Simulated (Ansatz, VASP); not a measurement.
This is a calculation of BN for VASP 6.6.1.

INCAR

```
PREC = Accurate
ENCUT = 520
EDIFF = 1E-6
ISMEAR = 0
SIGMA = 0.023
LREAL = F
LASPH = T
NELM = 100
ALGO = Normal
ISIF = 2
LWAVE = F
LCHARG = F
GGA = PE
NBANDS = 11
```

File KPOINTS:

```
regular mesh
0
Gamma
  13 13 13
```

POSCAR

```
BN
1.0
    0.0000000000      1.8130010000      1.8130010000
    1.8130010000      0.0000000000      1.8130010000
    1.8130010000      1.8130010000      0.0000000000
N B
1 1
Direct
    0.2500000000      0.2500000000      0.2500000000
    0.0000000000      0.0000000000      0.0000000000
```

Potentials or basis: VASP PAW PBE potentials, release 64 (N, B).

Run with:

```sh
$ cat potpaw_PBE.64/N/POTCAR potpaw_PBE.64/B/POTCAR > POTCAR
$ mpirun -np 1 vasp_std > vasp.out
```

Problem. Set up the same calculation for Ansatz 0.2.0. Potentials there: Ansatz PAW.

Solution. As run (the cutoff follows the program's own potentials):

input.yaml

```yaml
crystal:
  lattice:
    - [0.0, 1.813001, 1.813001]
    - [1.813001, 0.0, 1.813001]
    - [1.813001, 1.813001, 0.0]
  atoms:
    - { symbol: "N", position: [0.25, 0.25, 0.25] }
    - { symbol: B, position: [0.0, 0.0, 0.0] }
hamiltonian:
  xc: pbe
  pseudopotentials: { kind: paw }
kpoints:
  mp_grid: { grid: [13, 13, 13] }
scf:
  occupations: { method: gaussian, width: 0.023 }
output:
  forces: true
  stress: true
  eigenvalues: true
```

Potentials or basis: Ansatz PAW.

Run with:

```bash
$ ansatz run input.yaml --threads 2 --pin off --max-ram 5632MiB --backend cpu --events-out ev --progress --plain --runs-dir out
```

Both were run:

|  | VASP | Ansatz | Ansatz less VASP |
| --- | --- | --- | --- |
| gap on the k mesh at the Fermi level (eV) | 4.52 | 4.54 | +0.012 |
| least direct gap on the mesh (eV) | 8.78 | 8.79 | +0.011 |
| pressure (GPa) | -0.2 | -0.4 | -0.24 |

Caveats: an odd mesh through Γ misses points on the zone boundary, where band edges often lie (VASP); odd divisions of the mesh miss points on the zone boundary, where band edges often lie, so the gap on the mesh can be too wide (Ansatz); the pressure holds a Pulay correction of +1.1 GPa for the finite cutoff (Ansatz). As with any semilocal functional, this PBE gap is likely too small.
